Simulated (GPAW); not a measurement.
Wanted: an ASE script for a GPAW 26.7.0 run.

```
Task                : dielectric tensor
Functional          : LDA
Potentials or basis : the program's PAW data sets (release 1.2.1) made for this functional
Cutoff              : 600 eV
Basis               : pw
k mesh              : 9 × 9 × 9
Occupations         : fermi-dirac, width 0.001 eV
Spin                : no spin polarisation
Response ecut       : 80 eV
Maxiter             : 150
Response k mesh     : 28 × 28 × 28
Response bands      : 21
Kernels             : ["RPA", "LR0.1", "LR0.2"]
Coarser k mesh      : 20 × 20 × 20
```

Crystal: LiH.

```
Li H
1.0
     0.00000    2.03675    2.03675
     2.03675    0.00000    2.03675
     2.03675    2.03675    0.00000
Li H
1 1
Cartesian
  0.0000 0.0000 0.0000
  2.0368 2.0368 2.0368
```

One way to write it, as run:

run.py

```python
import numpy as np
from ase import Atoms
from ase.dft.bandgap import bandgap
from ase.io import write
from gpaw import GPAW, PW
from gpaw.response.df import DielectricFunction

atoms = Atoms(['Li', 'H'],
              cell=[[0.0, 2.03675, 2.03675],
                    [2.03675, 0.0, 2.03675],
                    [2.03675, 2.03675, 0.0]],
              scaled_positions=[[0.0, 0.0, 0.0],
                                [0.5, 0.5, 0.5]],
              pbc=True)

calc = GPAW(mode=PW(600),
            xc='LDA',
            kpts={'size': (9, 9, 9), 'gamma': True},
            occupations={'name': 'fermi-dirac', 'width': 0.001},
            nbands=8,
            convergence={'density': 1e-06},
            maxiter=150,
            txt='gpaw.txt')
atoms.calc = calc
energy = atoms.get_potential_energy()
calc.write('gs.gpw')
write('result.traj', atoms)
print(f'Energy: {energy:.6f} eV')
print('Fermi level:', round(calc.get_fermi_level(), 4), 'eV')
print(f'Gap: {bandgap(calc)[0]:.4f} eV, direct: {bandgap(calc, direct=True)[0]:.4f} eV')

for size in [(20, 20, 20), (28, 28, 28)]:
    name = 'x'.join(str(n) for n in size)
    dense = calc.fixed_density(kpts={'size': size, 'gamma': True},
                               nbands=27, convergence={'bands': 21, 'eigenstates': 1e-7},
                               update_fermi_level=True, txt=f'dense-{name}.txt')
    dense.write(f'{name}.gpw', mode='all')
    df = DielectricFunction(f'{name}.gpw', frequencies=np.array([0.0]), hilbert=False, eta=0.001,
                            ecut=80, nbands=21, intraband=False, txt=f'df-{name}.txt')
    for xc in ['RPA', 'LR0.1', 'LR0.2']:
        for direction in ['x', 'y', 'z', [0, 1, 1], [1, 0, 1], [1, 1, 0]]:
            e0, e = df.get_macroscopic_dielectric_constant(xc=xc, direction=direction)
            print(f'{name} {xc} {direction}: {e0:.4f} without, {e:.4f} with local fields')
```

Potentials or basis: the program's PAW data sets (release 1.2.1) made for this functional, pw.

Command:

```console
$ OMP_NUM_THREADS=1 python run.py
```

It gave:

| Item | Value |
| --- | --- |
| Band gap on the k mesh | 2.92 eV, direct |
| Electronic dielectric tensor (diagonal) | 4.31 |

Caveat: the long-wavelength limit can be off by a per cent or two.

It took 5 min on 1 thread of Arm Neoverse V1, on a shared host, peak memory 0.48 GiB.
